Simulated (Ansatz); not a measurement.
Cs (sc type), DFT, PBE, all-electron LAPW, scalar-relativistic (Ansatz 0.2.0), on 1 thread of Arm Neoverse V1 (shared host).

Command: `ansatz run input.yaml --threads 1 --pin off --max-ram 2048MiB --backend cpu --events-out ev --progress --plain --runs-dir out`

```yaml
crystal:
  lattice:
    - [4.5533516343, 0.0, 0.0]
    - [0.0, 4.5533516343, 0.0]
    - [0.0, 0.0, 4.5533516343]
  atoms:
    - { symbol: Cs, position: [0.0, 0.0, 0.0] }
kpoints:
  mp_grid: { grid: [8, 8, 8] }
scf:
  occupations: { method: fermi_dirac, width: 0.08 }
hamiltonian:
  xc: pbe
  pseudopotentials: { kind: all_electron, lapw: { basis_error: 0.001 } }
output:
  forces: true
  stress: true
  eigenvalues: true
  populations: true
```

Task: How large is the problem that the program sets up?

Result: 35 irreducible k-points, 123 plane waves at Γ, 14 bands.

Task: About how long does it take?

Result: 3 s of wall time for 7 SCF iterations. Times on shared machines scatter by tens of per cent.
